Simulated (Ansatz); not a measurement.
## LiF: pressure against volume

LiF, Fm-3m, a = 4.067 Å. Ansatz: PBE, PAW, 420 eV, Γ-centred 10×10×10 mesh on 2 atoms, Gaussian smearing 0.02 eV; no spin polarisation. Symmetry fixes shape and atoms, so the cell is only scaled; pressure is positive in compression.

```tsv
V (Å³/atom)	P (GPa)
7.400	11.28
7.652	7.77
7.905	4.79
8.157	?
8.409	0.04
8.661	-1.83
8.914	-3.44
9.250	-5.23
```

**Question.** Take V0 = 8.409 Å³/atom, count pressures from its P0 = 0.04 GPa, fit the third-order Birch–Murnaghan form to the other rows, and predict the missing pressure.

**Answer.** With the Eulerian strain f = ½[(V0/V)^(2/3) − 1] and y = (P − P0)/[3f(1 + 2f)^(5/2)], the form is the line y = B0 + 1.5 B0 (B0′ − 4) f. Rows (f, y): 0.04448, 68.1; 0.03246, 67.8; 0.02103, 67.9; -0.00975, 67.2; -0.01907, 67.0; -0.03079, 66.9. Means f = 0.006393, y = 67.483; Σ(Δf)² = 0.004636, ΣΔfΔy = 0.07641; the slope is their ratio. y = 67.38 + 16.48 f GPa, so B0 = 67.4 GPa and B0′ = 4 + 2 × (16.48)/(3 × 67.38) = 4.16. At V = 8.157, f = 0.01025, y = 67.55 and P = 2.23 GPa. The run gave 2.24 GPa, so the fit is 0.01 GPa too low, within twice the rms miss on the fitted rows (0.007 GPa).